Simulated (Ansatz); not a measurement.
The cell is built from the rocksalt type as a first guess.

PbS: DFT, PBE, PAW with Ansatz's default frozen-core files, scalar-relativistic (Ansatz 0.2.0).

The relaxation starts from this cell:

```xyz
2
Lattice="0.0000 2.6934 2.6934 2.6934 0.0000 2.6934 2.6934 2.6934 0.0000" Properties=species:S:1:pos:R:3 pbc="T T T"
Pb    0.0000    0.0000    0.0000
S     2.6934    2.6934    2.6934
```

Output:

```
Engine: ansatz 0.2.0
Pseudopotentials: kind: paw
Pseudopotential: Pb, paw, valence charge 14, recommended cutoff 420 eV (normal)
Pseudopotential: S, paw, valence charge 6, recommended cutoff 420 eV (normal)
Functional definition: PBE
  parameter kappa = 0.804
  parameter beta = 0.06672455060314922
  exchange = pbe_x(kappa = kappa, mu = beta*pi^2/3)
  correlation = pbe_c(beta = beta)
Crystal: 2 atoms, lattice volume = 39.080 Å³
Basis set: ecut = 420 eV, 749 PW (Γ), exchange–correlation on 54×54×54 points (8 copies of the dense FFT grid, shifted against one another)
Bands: 14, of which v1, the nominal top of the filled ones, is band 10 counted from 1 (9 counted from 0)
Symmetry: 48 space group operations
Space group: Fm-3m (ITA 225), of the structure as read, at distance tolerance 3.4e-5 Å
k-points: 72 of 1728
Non-local potential: Pb, projectors of the file, l = 0: 2, l = 1: 2, l = 2: 2, l = 3: 2
Non-local potential: S, projectors of the file, l = 0: 2, l = 1: 2, l = 2: 2
PAW form: soft (Blöchl's): semilocal exchange-correlation on the pseudo side does not see the compensation charge
PAW one-centre angular grid: Pb, 590 points (default); XC on 64 Gauss nodes
PAW one-centre angular grid: S, 110 points (default); XC on 64 Gauss nodes
Initial density: superposition of atomic densities (neutral atoms: chi_scale 0, normalization atom), corrected by the library's trained network
Initial wavefunctions: pseudopotential atomic-orbital guess
Functional: x = pbe(κ = 0.804, μ = 0.2195149727645171), c = pbe(β = 0.06672455060314922)
SCF iter   1: F=—  HF=-12808.343358 eV  |F-HF|=—  |Δ(HF+E_count)|=         —  Δρ=1.21e-3  dr2=4.37e-4  ethr=1.77e-3  ⟨swp⟩=6.7  Hψ=6550  notcnv=0
preconditioner: auto → none  [insulator: Δε(μ)=0.311 eV  Ē_g=16.522 eV  σ=0.050 eV  W_gap=0.91  n_scr=14 (ndim 8)  ℏωp=26.6 eV  f_vac=0.000  D(μ)=0.07/eV (n_scr^D=0)  ε∞_Penn≈3.6]
SCF iter   2: F=—  HF=-12808.341536 eV  |F-HF|=—  |Δ(HF+E_count)|=   1.82e-3  Δρ=6.84e-4  dr2=1.37e-4  ethr=2.18e-6  ⟨swp⟩=2.5  Hψ=2413  notcnv=0
SCF iter   3: F=—  HF=-12808.341507 eV  |F-HF|=—  |Δ(HF+E_count)|=   2.91e-5  Δρ=3.60e-4  dr2=2.80e-5  ethr=6.84e-7  ⟨swp⟩=2.5  Hψ=1659  notcnv=0
SCF iter   4: F=—  HF=-12808.341562 eV  |F-HF|=—  |Δ(HF+E_count)|=   5.50e-5  Δρ=1.74e-4  dr2=1.22e-5  ethr=1.40e-7  ⟨swp⟩=2.0  Hψ=1733  notcnv=0
SCF iter   5: F=—  HF=-12808.341557 eV  |F-HF|=—  |Δ(HF+E_count)|=   4.77e-6  Δρ=8.02e-5  dr2=2.61e-6  ethr=6.12e-8  ⟨swp⟩=2.3  Hψ=1715  notcnv=0
SCF iter   6: F=—  HF=-12808.341556 eV  |F-HF|=—  |Δ(HF+E_count)|=   1.16e-6  Δρ=2.30e-5  dr2=2.12e-7  ethr=1.30e-8  ⟨swp⟩=2.0  Hψ=1412  notcnv=0
SCF iter   7: F=-12808.341556 eV  HF=-12808.341556 eV  |F-HF|=1.08e-9  |Δ(HF+E_count)|=   9.93e-8  Δρ=2.15e-6  dr2=1.42e-9  ethr=5.00e-10  ⟨swp⟩=8.8  Hψ=6058  notcnv=0
SCF 1 converged in 7 iterations: F = -12808.341556 eV  dr2 = 1.42e-9
  greatest PAW one-centre occupation: 0.982 electrons in one spin orbital (limit 2), on the Pb atom at site 0 (counted from 0), in its partial waves of l = 2
relax step   1: F+E_penalty+E_count = -12808.34155614 eV  Δ(F+E_penalty+E_count) = +0.000e0 eV  max|allowed force component| = 2.498e-30 eV/Å  Δτ_max = 0.0000 Å  P = +34.456 GPa  Ω = 39.080 Å³  (7 SCF iters, dr2 threshold 1.00e-7 eV, accepted)
Crystal: 2 atoms, lattice volume = 45.078 Å³
Basis set: ecut = 420 eV, 893 PW (Γ), exchange–correlation on 54×54×54 points (8 copies of the dense FFT grid, shifted against one another)
Initial density: handed on by an earlier stage of this run
Initial wavefunctions: those handed on with the density
iter 1 solved again at ethr=3.76e-5 eV; its pass at ethr=3.10e-3 eV (dr2=7.52e-3 eV) is discarded
SCF iter   1: F=—  HF=-12809.215444 eV  |F-HF|=—  |Δ(HF+E_count)|=         —  Δρ=3.72e-3  dr2=7.59e-3  ethr=3.76e-5  ⟨swp⟩=1.5  Hψ=8218  notcnv=0
preconditioner: auto → none  [insulator: Δε(μ)=0.322 eV  Ē_g=15.958 eV  σ=0.050 eV  W_gap=0.92  n_scr=14 (ndim 8)  ℏωp=24.7 eV  f_vac=0.002  D(μ)=0.01/eV (n_scr^D=0)  ε∞_Penn≈3.4]
SCF iter   2: F=—  HF=-12809.217210 eV  |F-HF|=—  |Δ(HF+E_count)|=   1.77e-3  Δρ=1.86e-3  dr2=1.72e-3  ethr=3.76e-5  ⟨swp⟩=1.5  Hψ=1046  notcnv=0
SCF iter   3: F=—  HF=-12809.218109 eV  |F-HF|=—  |Δ(HF+E_count)|=   8.99e-4  Δρ=2.42e-4  dr2=1.67e-5  ethr=8.61e-6  ⟨swp⟩=2.1  Hψ=1374  notcnv=0
SCF iter   4: F=—  HF=-12809.218140 eV  |F-HF|=—  |Δ(HF+E_count)|=   3.08e-5  Δρ=4.17e-5  dr2=8.90e-7  ethr=8.34e-8  ⟨swp⟩=2.0  Hψ=1707  notcnv=0
iter 5 did not close the SCF: its close was put off for the readings that it lacked (scf_convergence_deferred on its scf_iter line)
SCF iter   5: F=-12809.218140 eV  HF=-12809.218140 eV  |F-HF|=2.44e-8  |Δ(HF+E_count)|=   1.26e-7  Δρ=1.09e-5  dr2=2.27e-8  ethr=4.45e-9  ⟨swp⟩=2.0  Hψ=1726  notcnv=0
SCF iter   6: F=-12809.218140 eV  HF=-12809.218140 eV  |F-HF|=6.55e-10  |Δ(HF+E_count)|=   2.91e-8  Δρ=1.02e-6  dr2=2.36e-10  ethr=1.14e-10  ⟨swp⟩=6.0  Hψ=5695  notcnv=0
SCF 2 converged in 6 iterations: F = -12809.218140 eV  dr2 = 2.36e-10
relax step   2: F+E_penalty+E_count = -12809.21813992 eV  Δ(F+E_penalty+E_count) = -8.766e-1 eV  max|allowed force component| = 7.889e-30 eV/Å  Δτ_max = 0.0000 Å  P = +14.453 GPa  Ω = 45.078 Å³  energy of the carried Pulay correction = -8.780e-4 eV  (6 SCF iters, dr2 threshold 2.00e-7 eV, accepted)
Crystal: 2 atoms, lattice volume = 50.680 Å³
Basis set: ecut = 420 eV, 965 PW (Γ), exchange–correlation on 54×54×54 points (8 copies of the dense FFT grid, shifted against one another)
iter 1 solved again at ethr=2.58e-5 eV; its pass at ethr=3.10e-3 eV (dr2=5.17e-3 eV) is discarded
SCF iter   1: F=—  HF=-12809.523843 eV  |F-HF|=—  |Δ(HF+E_count)|=         —  Δρ=2.54e-3  dr2=4.47e-3  ethr=2.58e-5  ⟨swp⟩=2.8  Hψ=8113  notcnv=0
preconditioner: auto → none  [insulator: Δε(μ)=0.245 eV  Ē_g=15.542 eV  σ=0.050 eV  W_gap=0.84  n_scr=14 (ndim 8)  ℏωp=23.3 eV  f_vac=0.007  D(μ)=0.01/eV (n_scr^D=0)  ε∞_Penn≈3.3]
SCF iter   2: F=—  HF=-12809.524824 eV  |F-HF|=—  |Δ(HF+E_count)|=   9.81e-4  Δρ=1.31e-3  dr2=1.04e-3  ethr=2.24e-5  ⟨swp⟩=1.9  Hψ=1268  notcnv=0
SCF iter   3: F=—  HF=-12809.525397 eV  |F-HF|=—  |Δ(HF+E_count)|=   5.72e-4  Δρ=2.44e-4  dr2=2.32e-5  ethr=5.18e-6  ⟨swp⟩=2.2  Hψ=1352  notcnv=0
SCF iter   4: F=—  HF=-12809.525426 eV  |F-HF|=—  |Δ(HF+E_count)|=   2.95e-5  Δρ=4.38e-5  dr2=8.73e-7  ethr=1.16e-7  ⟨swp⟩=2.0  Hψ=1687  notcnv=0
iter 5 did not close the SCF: its close was put off for the readings that it lacked (scf_convergence_deferred on its scf_iter line)
SCF iter   5: F=-12809.525427 eV  HF=-12809.525427 eV  |F-HF|=2.13e-8  |Δ(HF+E_count)|=   7.73e-7  Δρ=6.79e-6  dr2=1.47e-8  ethr=4.36e-9  ⟨swp⟩=2.2  Hψ=1414  notcnv=0
SCF iter   6: F=-12809.525427 eV  HF=-12809.525427 eV  |F-HF|=6.26e-10  |Δ(HF+E_count)|=   2.68e-8  Δρ=8.70e-7  dr2=2.19e-10  ethr=7.34e-11  ⟨swp⟩=5.7  Hψ=5593  notcnv=0
[...]
SCF iter   2: F=—  HF=-12809.566231 eV  |F-HF|=—  |Δ(HF+E_count)|=   2.00e-5  Δρ=1.55e-4  dr2=1.46e-5  ethr=3.45e-7  ⟨swp⟩=2.1  Hψ=1723  notcnv=0
SCF iter   3: F=—  HF=-12809.566238 eV  |F-HF|=—  |Δ(HF+E_count)|=   6.72e-6  Δρ=3.09e-5  dr2=5.31e-7  ethr=7.28e-8  ⟨swp⟩=2.3  Hψ=1348  notcnv=0
iter 4 did not close the SCF: its close was put off for the readings that it lacked (scf_convergence_deferred on its scf_iter line)
SCF iter   4: F=-12809.566238 eV  HF=-12809.566238 eV  |F-HF|=1.16e-8  |Δ(HF+E_count)|=   1.65e-7  Δρ=6.20e-6  dr2=1.87e-8  ethr=2.66e-9  ⟨swp⟩=2.1  Hψ=1692  notcnv=0
iter 5 did not close the SCF: its close was put off for the readings that it lacked (scf_convergence_deferred on its scf_iter line)
SCF iter   5: F=-12809.566238 eV  HF=-12809.566238 eV  |F-HF|=1.02e-10  |Δ(HF+E_count)|=   1.68e-8  Δρ=4.78e-7  dr2=1.08e-10  ethr=9.37e-11  ⟨swp⟩=2.0  Hψ=1352  notcnv=0
SCF iter   6: F=-12809.566238 eV  HF=-12809.566238 eV  |F-HF|=5.46e-12  |Δ(HF+E_count)|=  1.29e-10  Δρ=7.89e-8  dr2=1.86e-12  ethr=1.00e-12  ⟨swp⟩=4.5  Hψ=4819  notcnv=0
SCF 5 converged in 6 iterations: F = -12809.566238 eV  dr2 = 1.86e-12
relax step   5: F+E_penalty+E_count = -12809.56623811 eV  Δ(F+E_penalty+E_count) = -1.875e-3 eV  max|allowed force component| = 1.150e-30 eV/Å  Δτ_max = 0.0000 Å  P = -0.014 GPa  Ω = 54.083 Å³  energy of the carried Pulay correction = -1.986e-3 eV  (6 SCF iters, dr2 threshold 2.00e-7 eV, accepted)
Basis set: ecut = 420 eV, 1067 PW (Γ), exchange–correlation on 60×60×60 points (8 copies of the dense FFT grid, shifted against one another)
Initial wavefunctions: pseudopotential atomic-orbital guess (no wavefunctions were taken with the density)
iter 1 solved again at ethr=4.64e-7 eV; its pass at ethr=3.10e-3 eV (dr2=9.29e-5 eV) is discarded
SCF iter   1: F=—  HF=-12809.570957 eV  |F-HF|=—  |Δ(HF+E_count)|=         —  Δρ=2.49e-4  dr2=4.73e-6  ethr=4.64e-7  ⟨swp⟩=3.0  Hψ=8490  notcnv=0
preconditioner: auto → none  [insulator: Δε(μ)=0.483 eV  Ē_g=15.346 eV  σ=0.050 eV  W_gap=0.98  n_scr=14 (ndim 8)  ℏωp=22.6 eV  f_vac=0.001  D(μ)=0.00/eV (n_scr^D=0)  ε∞_Penn≈3.2]
SCF iter   2: F=—  HF=-12809.570990 eV  |F-HF|=—  |Δ(HF+E_count)|=   3.22e-5  Δρ=1.23e-4  dr2=9.27e-7  ethr=2.37e-8  ⟨swp⟩=3.0  Hψ=1736  notcnv=0
SCF iter   3: F=—  HF=-12809.571000 eV  |F-HF|=—  |Δ(HF+E_count)|=   9.98e-6  Δρ=1.78e-5  dr2=3.73e-8  ethr=4.64e-9  ⟨swp⟩=2.0  Hψ=1368  notcnv=0
SCF iter   4: F=—  HF=-12809.571000 eV  |F-HF|=—  |Δ(HF+E_count)|=   2.18e-7  Δρ=1.84e-6  dr2=8.71e-10  ethr=1.87e-10  ⟨swp⟩=2.0  Hψ=1728  notcnv=0
iter 5 did not close the SCF: its close was put off for the readings that it lacked (scf_convergence_deferred on its scf_iter line)
SCF iter   5: F=-12809.571000 eV  HF=-12809.571000 eV  |F-HF|=3.64e-11  |Δ(HF+E_count)|=  8.93e-10  Δρ=2.81e-7  dr2=1.78e-11  ethr=4.35e-12  ⟨swp⟩=2.9  Hψ=1798  notcnv=0
SCF iter   6: F=-12809.571000 eV  HF=-12809.571000 eV  |F-HF|=3.64e-12  |Δ(HF+E_count)|=  4.37e-11  Δρ=3.17e-8  dr2=2.74e-13  ethr=1.00e-12  ⟨swp⟩=4.7  Hψ=4213  notcnv=0
SCF 6 converged in 6 iterations: F = -12809.571000 eV  dr2 = 2.74e-13
relax step   6: F+E_penalty+E_count = -12809.57099985 eV  Δ(F+E_penalty+E_count) = -4.762e-3 eV  max|allowed force component| = 2.531e-30 eV/Å  Δτ_max = 0.0000 Å  P = +0.156 GPa  Ω = 54.083 Å³  stress off target by 1.56e-1 GPa  SCF on the basis re-selected at this cell (its energy is not comparable with the rows above)  (6 SCF iters)
basis re-selected at this cell: Δ(F+E_penalty+E_count) = -4.762e-3 eV, ΔP = +0.171 GPa vs the last step (what re-selecting the basis moved, of the pressure what is left beyond the Pulay correction that the steps carried, after the strain that the cell walked since its last selection, with what the two solves' SCF thresholds leave and, on support functions, any second-order correction that the steps lacked; it is no measure of the basis error at this ecutwfc). The dense FFT grid was sized anew with the basis: this SCF ran on 30×30×30 points, the steps before it on 27×27×27, so part of this shift can come from that change (see relax.cell in the input reference). This SCF's stress stands 1.56e-1 GPa from its target on what of the cell is left free (relax.cell.stress_tol is 5.00e-2 GPa) and its largest allowed force component is 2.53e-30 eV/Å (relax.f_tol is 5.00e-3 eV/Å): not within both, so this SCF does not close the relaxation
Crystal: 2 atoms, lattice volume = 54.231 Å³
iter 1 solved again at ethr=4.86e-8 eV; its pass at ethr=3.10e-3 eV (dr2=9.72e-6 eV) is discarded
SCF iter   1: F=—  HF=-12809.571067 eV  |F-HF|=—  |Δ(HF+E_count)|=         —  Δρ=5.35e-5  dr2=2.32e-6  ethr=4.86e-8  ⟨swp⟩=2.8  Hψ=6871  notcnv=0
preconditioner: auto → none  [insulator: Δε(μ)=0.492 eV  Ē_g=15.337 eV  σ=0.050 eV  W_gap=0.99  n_scr=14 (ndim 8)  ℏωp=22.6 eV  f_vac=0.001  D(μ)=0.00/eV (n_scr^D=0)  ε∞_Penn≈3.2]
SCF iter   2: F=—  HF=-12809.571062 eV  |F-HF|=—  |Δ(HF+E_count)|=   4.30e-6  Δρ=2.77e-5  dr2=5.19e-7  ethr=1.16e-8  ⟨swp⟩=1.7  Hψ=1227  notcnv=0
iter 3 did not close the SCF: its close was put off for the readings that it lacked (scf_convergence_deferred on its scf_iter line)
SCF iter   3: F=-12809.571063 eV  HF=-12809.571063 eV  |F-HF|=1.33e-10  |Δ(HF+E_count)|=   1.95e-7  Δρ=4.77e-6  dr2=9.94e-9  ethr=2.60e-9  ⟨swp⟩=2.2  Hψ=1316  notcnv=0
iter 4 did not close the SCF: its close was put off for the readings that it lacked (scf_convergence_deferred on its scf_iter line)
SCF iter   4: F=-12809.571063 eV  HF=-12809.571063 eV  |F-HF|=2.11e-10  |Δ(HF+E_count)|=   1.86e-9  Δρ=1.04e-6  dr2=6.65e-10  ethr=4.97e-11  ⟨swp⟩=2.0  Hψ=1692  notcnv=0
iter 5 did not close the SCF: its close was put off for the readings that it lacked (scf_convergence_deferred on its scf_iter line)
SCF iter   5: F=-12809.571063 eV  HF=-12809.571063 eV  |F-HF|=7.28e-12  |Δ(HF+E_count)|=  4.42e-10  Δρ=1.33e-7  dr2=8.02e-12  ethr=3.32e-12  ⟨swp⟩=2.7  Hψ=1636  notcnv=0
SCF iter   6: F=-12809.571063 eV  HF=-12809.571063 eV  |F-HF|=1.82e-12  |Δ(HF+E_count)|=  1.27e-11  Δρ=1.35e-8  dr2=4.78e-14  ethr=1.00e-12  ⟨swp⟩=4.7  Hψ=4224  notcnv=0
SCF 7 converged in 6 iterations: F = -12809.571063 eV  dr2 = 4.78e-14
relax step   7: F+E_penalty+E_count = -12809.57106266 eV  Δ(F+E_penalty+E_count) = -6.281e-5 eV  max|allowed force component| = 6.245e-30 eV/Å  Δτ_max = 0.0000 Å  P = +0.011 GPa  Ω = 54.231 Å³  energy of the carried Pulay correction = -1.422e-5 eV  (6 SCF iters, accepted)
iter 1 solved again at ethr=3.60e-7 eV; its pass at ethr=3.10e-3 eV (dr2=7.20e-5 eV) is discarded
SCF iter   1: F=—  HF=-12809.571083 eV  |F-HF|=—  |Δ(HF+E_count)|=         —  Δρ=8.73e-6  dr2=3.87e-9  ethr=3.60e-7  ⟨swp⟩=3.3  Hψ=8682  notcnv=0
eigensolver tolerance schedule: the retry pair's looser diagonalisation over-reported the residual by 18629.90 of it (diagonalisation noise at an unbounded share of the residual, at the tolerance the schedule requests for it); recorded, not acted on — ethr = c·dr2/N_el stays at c = 1.0e-1
SCF iter   2: F=—  HF=-12809.571081 eV  |F-HF|=—  |Δ(HF+E_count)|=   2.25e-6  Δρ=4.08e-6  dr2=6.04e-10  ethr=1.93e-11  ⟨swp⟩=2.8  Hψ=2217  notcnv=0
SCF iter   3: F=—  HF=-12809.571081 eV  |F-HF|=—  |Δ(HF+E_count)|=   1.31e-7  Δρ=1.94e-6  dr2=9.90e-11  ethr=3.02e-12  ⟨swp⟩=2.0  Hψ=1671  notcnv=0
iter 4 did not close the SCF: its close was put off for the readings that it lacked (scf_convergence_deferred on its scf_iter line)
SCF iter   4: F=-12809.571081 eV  HF=-12809.571081 eV  |F-HF|=4.37e-11  |Δ(HF+E_count)|=   3.85e-8  Δρ=8.08e-8  dr2=1.20e-12  ethr=1.00e-12  ⟨swp⟩=1.0  Hψ=1008  notcnv=0
iter 5 did not close the SCF: its close was put off for the readings that it lacked (scf_convergence_deferred on its scf_iter line)
SCF iter   5: F=-12809.571081 eV  HF=-12809.571081 eV  |F-HF|=3.64e-12  |Δ(HF+E_count)|=  4.18e-11  Δρ=1.71e-8  dr2=1.05e-13  ethr=1.00e-12  ⟨swp⟩=1.0  Hψ=1008  notcnv=0
iter 6 did not close the SCF: its close was put off for the readings that it lacked (scf_convergence_deferred on its scf_iter line)
SCF iter   6: F=-12809.571081 eV  HF=-12809.571081 eV  |F-HF|=5.46e-12  |Δ(HF+E_count)|=  1.82e-12  Δρ=4.17e-9  dr2=5.59e-15  ethr=1.00e-12  ⟨swp⟩=1.0  Hψ=1008  notcnv=0
iter 7 did not close the SCF: its close was put off for the readings that it lacked (scf_convergence_deferred on its scf_iter line)
SCF iter   7: F=-12809.571081 eV  HF=-12809.571081 eV  |F-HF|=3.64e-12  |Δ(HF+E_count)|=    0.00e0  Δρ=9.26e-10  dr2=5.25e-16  ethr=1.00e-12  ⟨swp⟩=1.0  Hψ=1008  notcnv=0
SCF iter   8: F=-12809.571081 eV  HF=-12809.571081 eV  |F-HF|=5.46e-12  |Δ(HF+E_count)|=    0.00e0  Δρ=1.13e-10  dr2=6.71e-18  ethr=1.00e-12  ⟨swp⟩=2.0  Hψ=2542  notcnv=0
SCF 8 converged in 8 iterations: F = -12809.571081 eV  dr2 = 6.71e-18
relax step   8: F+E_penalty+E_count = -12809.57108101 eV  Δ(F+E_penalty+E_count) = -1.835e-5 eV  max|allowed force component| = 6.640e-30 eV/Å  Δτ_max = 0.0000 Å  P = +0.011 GPa  Ω = 54.231 Å³  stress off target by 1.11e-2 GPa  SCF on the basis re-selected at this cell (its energy is not comparable with the rows above)  (8 SCF iters)
basis re-selected at this cell: Δ(F+E_penalty+E_count) = -1.835e-5 eV, ΔP = -0.000 GPa vs the last step (what re-selecting the basis moved, of the pressure what is left beyond the Pulay correction that the steps carried, after the strain that the cell walked since its last selection, with what the two solves' SCF thresholds leave and, on support functions, any second-order correction that the steps lacked; it is no measure of the basis error at this ecutwfc). This SCF's stress stands 1.11e-2 GPa from its target on what of the cell is left free (relax.cell.stress_tol is 5.00e-2 GPa) and its largest allowed force component is 6.64e-30 eV/Å (relax.f_tol is 5.00e-3 eV/Å): within both
SCF converged after 8 iterations
Free energy (F): -12809.571081 eV
Harris-Foulkes:  -12809.571081 eV  (|F-HF|=5.46e-12)
Internal energy: -12809.571061 eV  (E = F + TS)
E sigma→0 (E₀):  -12809.571071 eV
Entropy (-TS):   -0.000020 eV (-0.010 meV/atom)
Fermi energy:    8.064205 eV
--- Per-component energies (eV) ---
  E_band       = -64.740554
  E_kinetic    = 392.571933
  E_local      = -1249.856282  (includes V_loc(G=0)·N_el)
  E_nonlocal   = 378.450013
  E_hartree    = 484.622637
  E_xc         = -318.129903
  E_vxc        = -219.938519  (∫ρ·V_xc dr)
  E_paw        = -11003.277553  (= ΣΔE_a)
  E_vpaw       = -335.213025  (= ΣTr[D̂ρ^β])
  E_aug_tail   = 0.000051  (compensation charges beyond the density's cutoff)
  E_ewald      = -1493.951957
  E_smearing   = -0.000020  (= −TS)
  E_closure    = 0.000000  (closes the sum)
  Σ components = -12809.571081   (vs F -12809.571081, Δ=0.00e0)
--- Forces (eV/Å), atoms counted from 1 ---
  atom   1  Pb    -0.00000000    -0.00000000    -0.00000000
  atom   2  S      0.00000000    -0.00000000    -0.00000000
  max |Σ_I F_I| component: 1.05e-29 eV/Å
--- Stress (GPa, compression-positive) ---
        0.011081       0.000000      -0.000000
        0.000000       0.011081      -0.000000
       -0.000000      -0.000000       0.011081
  P = ⅓ Tr σ = 0.0111 GPa (0.111 kbar)
--- Band table (eV; the first three rows and the last of 72) ---
  k-point 0: bands = ["-8.9216", "-8.9216", "-8.9216", "-8.9048", "-8.9048", "-5.4042", "1.7553", "5.8665", "5.8665", "5.8665", "12.9505", "12.9505", "12.9505", "14.6495"]
  k-point 1: bands = ["-8.9213", "-8.9200", "-8.9200", "-8.9055", "-8.9055", "-5.3482", "1.5707", "5.8837", "5.8837", "6.0040", "12.3325", "12.5838", "12.5838", "14.6246"]
  k-point 2: bands = ["-8.9205", "-8.9186", "-8.9186", "-8.9044", "-8.9044", "-5.1854", "1.0982", "5.9348", "5.9348", "6.3400", "11.2481", "11.8431", "11.8431", "14.5764"]
  k-point 71: bands = ["-8.9938", "-8.9072", "-8.9072", "-8.9030", "-8.8693", "-3.8488", "0.0524", "3.7176", "3.7176", "6.9065", "10.0616", "12.4994", "12.4994", "15.9402"]
--- Relaxed structure (6 steps of the walk, 6 accepted, 2 SCFs on fresh bases) ---
  F+E_penalty+E_count = -12809.57108101 eV   max|allowed force component| = 6.640e-30 eV/Å   (the final SCF, on the basis selected at the relaxed cell)
  cell:  # Å, volume = 54.2310 Å³
    - [1.8079170645202158e-34, 3.004271141881733, 3.0042711418817336]
    - [3.004271141881733, 1.5611886072941584e-33, 3.0042711418817336]
    - [3.004271141881733, 3.004271141881733, -7.085751733245427e-34]
  atoms:
    - { symbol: Pb, position: [1.1917409118297697e-35, -1.0800152013456469e-35, -1.6758856572601868e-35] }
    - { symbol: S, position: [0.49999999999999994, 0.49999999999999994, 0.5] }
```
